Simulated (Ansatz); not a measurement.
## Hg in Ansatz: the effect of target pressure

Crystal: Hg.

```xyz
2
Lattice="3.4618 0.0000 0.0000 -1.7309 2.9980 0.0000 0.0000 0.0000 5.4875" Properties=species:S:1:pos:R:3 pbc="T T T"
Hg    0.0000    1.9987    1.3719
Hg    1.7309    0.9993    4.1157
```

Alike in all runs:

| Property | Result |
| --- | --- |
| Program | Ansatz 0.2.0 |
| Task | relaxation of cell and atoms |
| Functional | PBEsol |
| Potentials or basis | Ansatz PAW |
| Cutoff | 420 eV (not typed: the program's choice for these potentials) |
| k mesh | 9 × 9 × 5 |
| Occupations | fermi-dirac, width 0.05 eV |
| Spin | no spin polarisation |

Each run relaxes the cell or the atoms first.

```csv
target pressure,relaxed volume (Å³/atom)
0 GPa,23.61
2 GPa,22.36
5 GPa,21.22
10 GPa,20.00
20 GPa,?
30 GPa,17.52
```

Q: What does the run with target pressure 20 GPa give?

A: Relaxed volume 18.50 Å³/atom.

Worked out: In Murnaghan's law V^(-B') rises as a straight line in P. The other rows fit best with B' = 6.4, V0 = 23.57 Å³/atom and B0 = 34 GPa, which gives 18.46 Å³/atom at 20 GPa, against the run's 18.50.

Caveats: the volume moved by over 15 % at a fixed basis, so the end points are rough; the plane-wave basis is chosen anew once the cell has moved, so the energies of steps on either side of that aren't comparable; the PAW data sets come from PBE, with cores solved anew for the run's functional, which leaves a small shift of forces and pressure.
